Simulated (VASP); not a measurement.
# Ru (P6_3/mmc) in VASP: notebook, part 3 of 3

VASP 6.6.1.

## Step 4: Relaxation of cell and atoms, r2SCAN

The input, INCAR:

```
SYSTEM = Ru
  PREC = Accurate
  ENCUT = 600
  EDIFF = 1E-6
  ISMEAR = 1
  SIGMA = 0.1
  LREAL = .FALSE.
  LASPH = .TRUE.
  NELM = 80
  ALGO = Normal
  ISIF = 3
  LWAVE = .FALSE.
  LCHARG = .FALSE.
  METAGGA = R2SCAN
  LMIXTAU = .TRUE.
  IBRION = 2
  NSW = 90
  EDIFFG = -0.01
```

The input, KPOINTS:

```
regular mesh
0
G
  15 15 9
  0 0 0
```

The input, POSCAR:

```
Ru
1.0
    2.7058000000      0.0000000000      0.0000000000
   -1.3529000000      2.3432915376      0.0000000000
    0.0000000000      0.0000000000      4.2819000000
Ru
2
Direct
    0.3333333333      0.6666666667      0.2500000000
    0.6666666667      0.3333333333      0.7500000000
```

Potentials or basis: VASP PAW PBE potentials, release 64 (Ru_pv).

Launch:

```console
> cat potpaw_PBE.64/Ru_pv/POTCAR > POTCAR
> mpirun -np 1 vasp_std > vasp.out
```

OUTCAR:

```text
SYSTEM = Ru
   PREC = Accurate
   ENCUT = 600
   EDIFF = 1E-6
   ISMEAR = 1
   LREAL = .FALSE.
   LASPH = .TRUE.
   NELM = 80
   ISIF = 3
   METAGGA = R2SCAN
   IBRION = 2
   NSW = 90
   EDIFFG = -0.01

 ion  position               nearest neighbor table
   1  0.333  0.667  0.250-   2 2.65   2 2.65   2 2.65   2 2.65   2 2.65   2 2.65
   2  0.667  0.333  0.750-   1 2.65   1 2.65   1 2.65   1 2.65   1 2.65   1 2.65

  LATTYP: Found a hexagonal cell.
 ALAT       =     2.7058000000
 C/A-ratio  =     1.5824894671

  Lattice vectors:

 A1 = (   2.7058000000,   0.0000000000,   0.0000000000)
 A2 = (  -1.3529000000,   2.3432915376,   0.0000000000)
 A3 = (   0.0000000000,   0.0000000000,   4.2819000000)

Analysis of symmetry for initial positions (statically):
=====================================================================
 Subroutine PRICEL returns:
 Original cell was already a primitive cell.

 Routine SETGRP: Setting up the symmetry group for a
 hexagonal supercell.

 Subroutine GETGRP returns: Found 24 space group operations
 (whereof 12 operations were pure point group operations)
 out of a pool of 24 trial point group operations.

The static configuration has the point symmetry D_3d.
 The point group associated with its full space group is D_6h.

Analysis of symmetry for dynamics (positions and initial velocities):
=====================================================================
 Subroutine PRICEL returns:
 Original cell was already a primitive cell.

 Routine SETGRP: Setting up the symmetry group for a
 hexagonal supercell.

 Subroutine GETGRP returns: Found 24 space group operations
 (whereof 12 operations were pure point group operations)
 out of a pool of 24 trial point group operations.

The dynamic configuration has the point symmetry D_3d.
 The point group associated with its full space group is D_6h.

 Subroutine INISYM returns: Found 24 space group operations
 (whereof 12 operations are pure point group operations),
 and found     1 'primitive' translations

----------------------------------------------------------------------------------------

                                     Primitive cell

  volume of cell :      27.1493

  direct lattice vectors                    reciprocal lattice vectors
     2.705800000  0.000000000  0.000000000     0.369576465  0.213375072  0.000000000
    -1.352900000  2.343291538  0.000000000     0.000000000  0.426750144  0.000000000
     0.000000000  0.000000000  4.281900000     0.000000000  0.000000000  0.233541185

  length of vectors
     2.705800000  2.705800000  4.281900000     0.426750144  0.426750144  0.233541185

  position of ions in fractional coordinates (direct lattice)
     0.333333333  0.666666667  0.250000000
     0.666666667  0.333333333  0.750000000

  ion indices of the primitive-cell ions
   primitive index   ion index
                 1           1
                 2           2

----------------------------------------------------------------------------------------

 KPOINTS: regular mesh

Automatic generation of k-mesh.
 Grid dimensions read from file:
 generate k-points for:   15   15    9

 Generating k-lattice:

[... 22 lines left out ...]
  0.266667  0.000000  0.000000      6.000000
  0.333333  0.000000  0.000000      6.000000
[... 16 lines left out ...]
  0.333333  0.200000  0.000000     12.000000
  0.400000  0.200000  0.000000      6.000000
 [... further k-points ...]
   k-points           NKPTS =    135   k-points in BZ     NKDIM =    135   number of bands    NBANDS=     18
   number of dos      NEDOS =    301   number of ions     NIONS =      2
   total plane-waves  NPLWV =  20736
   dimension x,y,z NGX =    24 NGY =   24 NGZ =   36
   dimension x,y,z NGXF=    48 NGYF=   48 NGZF=   72
   ions per type =               2
   NGX,Y,Z   is equivalent  to a cutoff of  14.75, 14.75, 13.98 a.u.
   NGXF,Y,Z  is equivalent  to a cutoff of  29.49, 29.49, 27.95 a.u.
 SYSTEM =  Ru
   PREC   = accura    normal or accurate (medium, high low for compatibility)
   ISTART =      0    job   : 0-new  1-cont  2-samecut
   ICHARG =      2    charge: 1-file 2-atom 10-const
   ISPIN  =      1    spin polarized calculation?
   LNONCOLLINEAR =      F non collinear calculations
   LSORBIT =      F    spin-orbit coupling
   LASPH  =      T    aspherical Exc in radial PAW
   ENCUT  =  600.0 eV  44.10 Ry    6.64 a.u.   5.40  5.40  8.55*2*pi/ulx,y,z
   NELM   =     80;   NELMIN=  2; NELMDL= -5     # of ELM steps
   EDIFF  = 0.1E-05   stopping-criterion for ELM
   LREAL  =      F    real-space projection
   EDIFFG = -.1E-01   stopping-criterion for IOM
   NSW    =     90    number of steps for IOM
   IBRION =      2    ionic relax: 0-MD 1-quasi-New 2-CG
   NFREE  =      1    steps in history (QN), initial steepest desc. (CG)
   ISIF   =      3    stress and relaxation
   ISYM   =      2    0-nonsym 1-usesym 2-fastsym
   POTIM  = 0.5000    time-step for ionic-motion
   TEBEG  =    0.0;   TEEND  =   0.0 temperature during run
   PSTRESS=    0.0 pullay stress
   NELECT =      28.0000    total number of electrons
   NUPDOWN=      -1.0000    fix difference up-down
   EMIN   =  10.00;   EMAX   =-10.00  energy-range for DOS
   EFERMI =   0.00;   METHOD = LEGACY
   ISMEAR =     1;   SIGMA  =   0.10  broadening in eV -4-tet -1-fermi 0-gaus
   EFERMI_NEDOS =   21; number of points for ismear=-14 and -15
   IALGO  =     38    algorithm
   IMIX   =      4    mixing-type and parameters
     AMIX     =   0.40;   BMIX     =  1.00
     AMIX_MAG =   1.60;   BMIX_MAG =  1.00
  volume/ion in A,a.u.               =      13.57        91.61
  Fermi-wavevector in a.u.,A,eV,Ry     =   1.654022  3.125649 37.222674  2.735789
  Thomas-Fermi vector in A             =   2.742361
   LORBIT       =      0    0 simple, 1 ext, 2 COOP (PROOUT), +10 PAW based schemes
   METAGGA = R2SCAN    functional components
   LHFCALC =     F    Hartree Fock is set to
   AEXX    =    0.0000 exact exchange contribution
   IVDW    =     0    specifies the selected vdW correction
   LEPSILON=     F    determine dielectric tensor
   LRPA    =     F    only Hartree local field effects (RPA)
 conjugate gradient relaxation of ions
 non-spin polarized calculation
 Methfessel and Paxton  Order N= 1 SIGMA  =   0.10
  energy-cutoff  :      600.00
  volume of cell :       27.15
 maximum number of plane-waves:       935
 NGX is ok and might be reduce to    24
   NGX = 11   NGY = 11   NGZ = 17

--------------------------------------- Ionic step        1  -------------------------------------------

 number of electron      28.0000002 magnetization

 Free energy of the ion-electron system (eV)
  ---------------------------------------------------
  ext. energy  EPLUGINS =         0.00000000
  ---------------------------------------------------
  free energy    TOTEN  =       -50.85831339 eV

  energy without entropy =      -50.85682236  energy(sigma->0) =      -50.85781638

------------------------ aborting loop because EDIFF is reached ----------------------------------------

  FORCE on cell =-STRESS in cart. coord.  units (eV):
  Direction    XX          YY          ZZ          XY          YZ          ZX
  --------------------------------------------------------------------------------------
  -------------------------------------------------------------------------------------
  Total       -0.0905830     -0.0905830     -0.1581748     -0.0000000      0.0000000      0.0000000
  in kB       -5.3456266     -5.3456266     -9.3344621     -0.0000000      0.0000000      0.0000000
  external PRESSURE =      -6.6752385 kB  Pullay stress =       0.0000000 kB
[... 59 lines left out ...]
--------------------------------------- Ionic step        3  -------------------------------------------

 number of electron      28.0000001 magnetization

 Free energy of the ion-electron system (eV)
  ---------------------------------------------------
  ext. energy  EPLUGINS =         0.00000000
  ---------------------------------------------------
  free energy    TOTEN  =       -50.85843796 eV

  energy without entropy =      -50.85691857  energy(sigma->0) =      -50.85793150

 E-fermi :  12.7450     XC(G=0): -15.4259

 val. band max:       12.7444410848   @ k =   0.2667   0.2000   0.2222
 cond. band min:      12.7677526552   @ k =   0.4667   0.0667   0.3333
 fundamental gap:      0.0233115704
 Fermi energy:        12.7449782615

 k-point     1 :       0.0000    0.0000    0.0000
  band No.  band energies     occupation
      1     -32.3283      2.00000
      2     -31.3212      2.00000
      3     -31.3212      2.00000
      4     -31.1367      2.00000
      5     -31.1367      2.00000
      6     -31.0853      2.00000
[... 481 lines left out ...]
      5     -31.4697      2.00000
      6     -31.4485      2.00000
[... 10 lines left out ...]
     17      18.3567      0.00000
     18      19.9299      0.00000

 [... further k-points ...]
[... 5 lines left out ...]
  --------------------------------------------------------------------------------------
  -------------------------------------------------------------------------------------
  Total        0.0170917      0.0170917     -0.0137446      0.0000000      0.0000000      0.0000000
  in kB        1.0107027      1.0107027     -0.8127735      0.0000000      0.0000000      0.0000000
  external PRESSURE =       0.4028773 kB  Pullay stress =       0.0000000 kB
[... 17 lines left out ...]
  FREE ENERGIE OF THE ION-ELECTRON SYSTEM (eV)
  ---------------------------------------------------
  free  energy   TOTEN  =       -50.8584379642 eV

  energy  without entropy=      -50.8569185722  energy(sigma->0) =      -50.85793150

 reached required accuracy - stopping structural energy minimisation
```

OSZICAR:

```text
N       E                     dE             d eps       ncg     rms          rms(c)
DAV:   1     0.278576391986E+03    0.27858E+03   -0.19978E+04  4868   0.198E+03
DAV:   2    -0.536843686459E+02   -0.33226E+03   -0.32618E+03  5158   0.538E+02
DAV:   3    -0.613977871577E+02   -0.77134E+01   -0.74430E+01  5156   0.876E+01
[... 39 lines left out ...]
DAV:   6    -0.508584070284E+02    0.21723E-04   -0.36958E-05  4934   0.672E-02    0.585E-03
DAV:   7    -0.508584342135E+02   -0.27185E-04   -0.31430E-05  4910   0.651E-02    0.236E-03
DAV:   8    -0.508584367987E+02   -0.25852E-05   -0.48956E-06  5040   0.245E-02    0.120E-03
DAV:   9    -0.508584397261E+02   -0.29273E-05   -0.25741E-07  2558   0.612E-03    0.129E-04
DAV:  10    -0.508584377989E+02    0.19271E-05   -0.58156E-08  2504   0.213E-03    0.303E-04
DAV:  11    -0.508584379642E+02   -0.16529E-06   -0.17402E-08  2496   0.924E-04
   3 F= -.50858438E+02 E0= -.50857932E+02  d E =-.124575E-03
```

Run time: 4.6 min. Hardware: 1 thread of Intel Xeon 6975P-C (Granite Rapids), shared host; peak memory 0.22 GiB.

What came out:

| Quantity | Value |
| --- | --- |
| Free energy | -50.8584 eV |
| Relaxed volume | 13.55 Å³/atom |
| Relaxed cell | a = 2.704 Å, b = 2.704 Å, c = 4.278 Å, α = 90.00°, β = 90.00°, γ = 120.00° |
| Space group after relaxing (to 0.05 Å) | P6_3/mmc (No. 194) |
| Energy gained by relaxing | 0.1 meV/atom |
| Ionic steps | 3 |
| Pressure after relaxing | 0.0 GPa |
| Band gap on the k mesh | none (metal or under the smearing width) |

Stress tensor (GPa, compression positive):
```
 0.10  0.00  0.00
 0.00  0.10  0.00
 0.00  0.00 -0.08
```

The path:
| step | energy change (eV) | largest force (eV/Å) | pressure (GPa) | volume (Å³) |
| --- | --- | --- | --- | --- |
| 1 | 0.0000 | 0.0000 | -0.67 | 27.15 |
| 2 | 0.0010 | 0.0000 | 2.18 | 26.93 |
| 3 | -0.0001 | 0.0000 | 0.04 | 27.09 |

Final structure:
```
Ru
1.0
     2.70433    0.00000    0.00000
    -1.35216    2.34202    0.00000
     0.00000    0.00000    4.27783
Ru
2
Direct
  0.33333 0.66667 0.25000
  0.66667 0.33333 0.75000
```

Caveat: the PAW data sets were made with another functional, which shifts forces and pressure a little.

## Step 5: Relaxation of cell and atoms, r2SCAN

This run uses another cell than the first one, of 13.55 Å³/atom, 0.998 times its volume.

INCAR: that of step 4 with these lines changed.

```diff
@@ -3,3 +3,3 @@
   ENCUT = 600
-  EDIFF = 1E-6
+  EDIFF = 1E-7
   ISMEAR = 1
@@ -17,2 +17,2 @@
   NSW = 90
-  EDIFFG = -0.01
+  EDIFFG = -0.005
```

KPOINTS is that of step 4.

The input, POSCAR:

```
Ru                                      
1.0
    2.7043284906      0.0000000000      0.0000000000
   -1.3521642453      2.3420171731     -0.0000000000
    0.0000000000      0.0000000000      4.2778337456
  Ru            
     2
Direct
     0.3333333332999970    0.6666666667000030    0.2500000000000000
     0.6666666667000030    0.3333333332999970    0.7500000000000000
```

Launch:

```console
> cat potpaw_PBE.64/Ru_pv/POTCAR > POTCAR
> mpirun -np 1 vasp_std > vasp.out
```

Wall time 4.8 min (1 thread of Intel Xeon 6975P-C (Granite Rapids), shared host); peak memory 0.21 GiB.

Results (log left out):

* Free energy: -50.8584 eV
* Relaxed volume: 13.55 Å³/atom
* Relaxed cell: a = 2.705 Å, b = 2.705 Å, c = 4.277 Å, α = 90.00°, β = 90.00°, γ = 120.00°
* Space group after relaxing (to 0.05 Å): P6_3/mmc (No. 194)
* Energy gained by relaxing: 0.0 meV/atom
* Ionic steps: 3
* Pressure after relaxing: 0.0 GPa
* Band gap on the k mesh: none (metal or under the smearing width)

Final structure:
```
Ru
1.0
     2.70482    0.00000    0.00000
    -1.35241    2.34244    0.00000
     0.00000    0.00000    4.27716
Ru
2
Direct
  0.33333 0.66667 0.25000
  0.66667 0.33333 0.75000
```

Levels at points of the mesh, in eV from the Fermi level:
| k point | band 12 | band 13 | band 14 | band 15 | band 16 | band 17 |
| --- | --- | --- | --- | --- | --- | --- |
| (0.00, 0.00, 0.00) | -1.98 | -1.98 | -1.45 | -1.45 | 1.26 | 1.26 |

Caveat: the PAW data sets were made with another functional, which shifts forces and pressure a little.

## Step 6: Relaxation of cell and atoms, PBE+D3(BJ)

The input, INCAR:

```
ALGO     = Normal         # electronic algorithm
EDIFF    = 1E-6           # SCF threshold, eV
EDIFFG   = -0.01          # ionic threshold
ENCUT    = 600            # plane-wave cutoff, eV
GGA      = PE             # functional
IBRION   = 2              # ionic algorithm
ISIF     = 3              # what is computed and relaxed
ISMEAR   = 1              # smearing method
IVDW     = 12             # dispersion correction
LASPH    = True           # aspherical terms in the spheres
LCHARG   = False          # write CHGCAR
LREAL    = False          # projectors in reciprocal space
LWAVE    = False          # write WAVECAR
NELM     = 80             # most SCF steps
NSW      = 90             # ionic steps
PREC     = Accurate       # precision mode
SIGMA    = 0.1            # smearing width, eV
```

The input, KPOINTS:

```
k-points
0
Gamma
  15 15 9
```

The input, POSCAR:

```
Ru
1.0
    2.7058000000      0.0000000000      0.0000000000
   -1.3529000000      2.3432915376      0.0000000000
    0.0000000000      0.0000000000      4.2819000000
Ru
2
Direct
    0.3333333333      0.6666666667      0.2500000000
    0.6666666667      0.3333333333      0.7500000000
```

Potentials or basis: VASP PAW PBE potentials, release 64 (Ru_pv).

Launch:

```console
> cat potpaw_PBE.64/Ru_pv/POTCAR > POTCAR
> mpirun -np 1 vasp_std > vasp.out
```

Wall time 63 s (1 thread of Intel Xeon 6975P-C (Granite Rapids), shared host); peak memory 0.22 GiB.

The run converged. Its results:

```
Free energy                            : -19.7190 eV
Relaxed volume                         : 13.43 Å³/atom
Relaxed cell                           : a = 2.695 Å, b = 2.695 Å, c = 4.271 Å, α = 90.00°, β = 90.00°, γ = 120.00°
Space group after relaxing (to 0.05 Å) : P6_3/mmc (No. 194)
Energy gained by relaxing              : 1.5 meV/atom
Ionic steps                            : 5
Pressure after relaxing                : 0.0 GPa
Band gap on the k mesh                 : none (metal or under the smearing width)
Dispersion energy per atom             : -0.631 eV
```

Stress tensor (GPa, compression positive):
```
 0.09  0.00  0.00
 0.00  0.09  0.00
 0.00  0.00 -0.06
```

Step by step:
| step | energy change (eV) | largest force (eV/Å) | pressure (GPa) | volume (Å³) |
| --- | --- | --- | --- | --- |
| 1 | 0.0000 | 0.0000 | -3.37 | 27.15 |
| 2 | 0.0255 | 0.0000 | 11.40 | 26.04 |
| 3 | -0.0030 | 0.0000 | -0.04 | 26.87 |
| 4 | -0.0030 | 0.0000 | 0.03 | 26.87 |
| 5 | -0.0030 | 0.0000 | 0.04 | 26.87 |

Final structure:
```
Ru
1.0
     2.69528    0.00000    0.00000
    -1.34764    2.33418    0.00000
     0.00000    0.00000    4.27056
Ru
2
Cartesian
  0.0000 1.5561 1.0676
  1.3476 0.7781 3.2029
```

Levels at points of the mesh, in eV from the Fermi level:
```
           k point  band 12  band 13  band 14  band 15  band 16  band 17
(0.00, 0.00, 0.00)    -1.93    -1.93    -1.38    -1.38     1.22     1.22
```

Caveat: pairwise dispersion overbinds metals, which lowers pressure and volume.

## Step 7: The runs side by side

| level | gap on the mesh (eV) | pressure (GPa) | relaxed volume (Å³/atom) |
| --- | --- | --- | --- |
| PBEsol | none | 0.0 | 13.31 |
| r2SCAN | none | 0.0 | 13.55 |
| PBE+D3(BJ) | none | 0.0 | 13.43 |

Alike in all rows: task relaxation of cell and atoms; potentials or basis VASP PAW PBE potentials, release 64 (Ru_pv); no spin polarisation; cell relaxed; k mesh 15 × 15 × 9; cutoff (eV) 600; smearing methfessel-paxton 0.1 eV.

Caveats: the PAW data sets were made with another functional, which shifts forces and pressure a little (some runs); pairwise dispersion overbinds metals, which lowers pressure and volume (some runs).

Total energies depend on the potentials used, so only differences within one code and one set of settings carry meaning.
